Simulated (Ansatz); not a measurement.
The calculation used DFT, PBE, plane waves (420 eV) with PAW, scalar-relativistic (Ansatz 0.2.0).

An element in the diamond structure gives this curve. The cell is scaled uniformly from the relaxed one, with fractional coordinates and shape fixed. Energies are extrapolated to zero smearing, pressures are those at the given smearing. Magnetic state: spin not included.

```tsv
V (Å³/atom)	E − E₀ (meV/atom)	P (GPa)
40.833	69.2	4.46
42.689	28.4	2.65
44.545	6.5	1.18
46.401	0.0	0.00
48.257	5.8	-0.95
50.113	21.7	-1.72
51.969	45.6	-2.34
```

Which element is it?
A. tellurium
B. antimony
C. magnesium
D. lead

A. Its fit is V₀ = 46.39 Å³/atom, B₀ = 27 GPa, B₀′ = 4.3.
